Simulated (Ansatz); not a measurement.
Runs of Ansatz 0.2.0 on WS2 (Tungstenite). It takes space group P6_3/mmc (No. 194, hexagonal). The conventional cell has a = 3.180 Å, b = 3.180 Å, c = 12.500 Å, α = 90.00°, β = 90.00°, γ = 120.00°. W (site symmetry -6m2) is surrounded by 6 S at 2.41 Å. S (site symmetry 3m) is surrounded by 3 W at 2.41 Å. 

```tsv
task	level	cell	cutoff (eV)	points for each segment of the path	gap on the mesh (eV)	pressure (GPa)	relaxed volume (Å³/atom)	largest force (eV/Å)
relaxation of cell and atoms	BLYP	relaxed	420	-	1.62	0.0	(b)	-
relaxation of cell and atoms	revPBE+D4	relaxed	420	-	0.84	0.0	(c)	0.01
band structure	r2SCAN	as given	500	14	1.23	0.2	-	0.12
relaxation of cell and atoms	PBEsol	relaxed	420	-	1.17	0.0	18.14	-
relaxation of cell and atoms	RPBE	relaxed	420	-	(a)	0.0	24.10	-
```

Alike in all rows: potentials or basis Ansatz PAW; no spin polarisation; k mesh 10 × 10 × 3; smearing fermi-dirac 0.05 eV.

Task: Fill in the values left out.

Result: (a) 1.81; (b) 30.38; (c) 16.87.

Caveats: spin-orbit coupling is left out, which moves the levels of the heavy elements; the PAW data sets come from PBE, with cores solved anew for the run's functional, which leaves a small shift of forces and pressure; odd divisions of the mesh miss points on the zone boundary, where band edges often lie, so the gap on the mesh can be too wide (some runs); the plane-wave basis is chosen anew once the cell has moved, so the energies of steps on either side of that aren't comparable (some runs); the volume moved by over 15 % at a fixed basis, so the end points are rough (some runs); this functional lacks dispersion, which binds the layers, so the pressure and a relaxed spacing across them are unreliable, and here the layers came unbound (some runs); the volume moved by +67 % from the deposited cell, more than functionals usually miss (some runs).

A k mesh can miss the band edges, and the runs leave out spin-orbit coupling on W.
